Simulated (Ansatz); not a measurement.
# Ideal shear of a crystal plane in SiC

All numbers below come from Ansatz, DFT r2SCAN, scalar-relativistic, plane waves, PAW. Cutoff 500 eV, Γ-centred 8×8×3 k-points, Gaussian smearing of 0.05 eV. No spin polarisation. Energies are free energies at this smearing, counted from the undisturbed cell; pressure is positive in compression.

Reference structure (relaxed at this level):

```
Si C
1.0
    -3.07520    0.00000    0.00000
    -1.53760   -2.66320    0.00000
     0.00000    0.00000   10.09633
Si C
4 4
Direct
  0.33333 0.33333 0.90605
  0.33333 0.33333 0.40605
  0.66667 0.66667 0.15605
  0.66667 0.66667 0.65605
  0.33333 0.33333 0.09395
  0.33333 0.33333 0.59395
  0.66667 0.66667 0.34395
  0.66667 0.66667 0.84395
```

The cut lies on the cell's a–b face, a (0 0 1) plane (indices in the standard cell, whose axes needn't be the Cartesian ones shown) of area 8.19 Å², between layers 1.90 Å apart. Vector c is tilted by f times 1·a + 0·b (length 3.075 Å) with the atoms' Cartesian places fixed: one unrelaxed fault a cell. The traction is dγ/du, the slope of γ against the slip u in Å. Some rows repeat others by symmetry and weren't run.

| f | γ (mJ/m²) | traction (GPa) |
| --- | --- | --- |
| 0.0000 | 0 | 0.0 |
| 0.1000 | 298 | 19.3 |
| 0.2000 | 1170 | 36.7 |
| 0.3000 | 2462 | 45.1 |
| 0.4000 | 3747 | 34.6 |
| 0.5000 | 4331 | 0.0 |
| 0.6000 | 3747 | -34.6 |
| 0.7000 | 2462 | -45.1 |
| 0.8000 | 1170 | -36.7 |
| 0.9000 | 298 | -19.3 |

Task: Read off the first barrier and the stress needed to climb it, and compare with Frenkel's sinusoid.

Result: The first sampled maximum lies at f = 0.500, a slip of 1.54 Å, with γ ≈ 4331 mJ/m², which stands in for the unstable fault energy γ_us, and the steepest sampled slope before it is 45.1 GPa. A sinusoid γ = γ_us sin²(πu/λ) with its maximum there has λ = 3.08 Å and a largest slope πγ_us/λ = 44.2 GPa (1 mJ/m² per Å = 0.01 GPa). The stand-in is too high: the stress and forces give a traction of 15.8 GPa across the line at this point, so it is no saddle, and slip that bends off the line crosses lower.

Task: Is there a metastable fault on this line?

Result: Apart from points where γ returns to about zero, no local minimum shows among the samples, so at this sampling the line offers no fault for a dislocation to split on; a fault can still lie off the line.

The cut is rigid; relaxing the faces lowers these energies and usually the stresses.

Cost: 6 runs of about 3.3 core-minutes in all, on Arm Neoverse V2 (shared hosts).